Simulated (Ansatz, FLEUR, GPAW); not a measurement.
## KBr: programs and potentials compared

```
Br K
1.0
     0.00000    3.30000    3.30000
     3.30000    0.00000    3.30000
     3.30000    3.30000    0.00000
Br K
1 1
Direct
  0.50000 0.50000 0.50000
  0.00000 0.00000 0.00000
```

Alike in all runs: task band structure; functional RPBE; k mesh 7 × 7 × 7; occupations fermi-dirac, width 0.05 eV; no spin polarisation; no spin-orbit coupling. Pressure is positive in compression and, in plane waves, holds the error of the finite cutoff. Gaps are the smaller of the mesh's and the band path's.

| program and potentials | plane-wave cutoff (eV) | notes | band gap (eV) | pressure (GPa) |
| --- | --- | --- | --- | --- |
| Ansatz, all-electron LAPW, scalar-relativistic | - | - | 4.77 | 2.12 |
| FLEUR, all-electron, FLAPW | - | - | 5.05 | - |
| GPAW, the program's PAW data sets (release 1.2.1) made for this functional | 600 | - | 4.78 | 2.10 |

The band gap spans 4.77 (Ansatz, all-electron LAPW, scalar-relativistic) to 5.05 eV (FLEUR, all-electron, FLAPW), with all-electron results at 4.77 to 5.05. The pressure spans 2.10 (GPAW, the program's PAW data sets (release 1.2.1) made for this functional) to 2.12 GPa (Ansatz, all-electron LAPW, scalar-relativistic), with all-electron results at 2.12. Spin-orbit coupling, left out here, moves the band edges of heavy atoms.

Differences between rows come from potentials, basis sets and numerical settings, since the functional is the same but for its coding. Runs on potential files found faulty are left out.
